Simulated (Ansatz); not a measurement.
**Ag: clamped-ion strain scan**

Level of theory: DFT PBE, scalar-relativistic, plane waves, PAW in Ansatz 0.2.0. The runs took a 420 eV cutoff, a Γ-centred 10×10×10 mesh and Gaussian smearing (0.15 eV). The mesh is coarse. No spin polarisation. Energies are free energies at this smearing, counted from the undisturbed cell; pressure is positive in compression.

The starting cell (as given, not relaxed at this level; it stands at 5.0 GPa):

```
Ag
1.0
     0.00000    2.04310    2.04310
     2.04310    0.00000    2.04310
     2.04310    2.04310    0.00000
Ag
1
Direct
  0.00000 0.00000 0.00000
```

The cell is strained by ε times the Voigt pattern (0, 0, 1, 0, 0, 0) (xx, yy, zz, yz, xz, xy; engineering shear) with fractional coordinates fixed. The cell is metallic on the mesh throughout.

```
      ε  ΔE (meV/atom)
-0.1000          141.3
-0.0750           87.1
-0.0500           46.8
-0.0250           18.1
 0.0000            0.0
 0.0250           -8.9
 0.0500          -10.4
 0.0750           -5.3
 0.0875           -0.6
 0.1000            5.4
```

Problem. Predict the pressure (GPa) at each point.

Solution.
```
      ε  pressure (GPa)
-0.1000            21.7
-0.0750            16.5
-0.0500            12.1
-0.0250             8.2
 0.0000             5.0
 0.0250             2.3
 0.0500             0.0
 0.0750            -1.9
 0.0875            -2.7
 0.1000            -3.5
```

Cost: 10 runs of about 0.46 core-minutes in all, on Intel Xeon Processor @ 2.50GHz (Skylake/Cascade Lake) (shared hosts).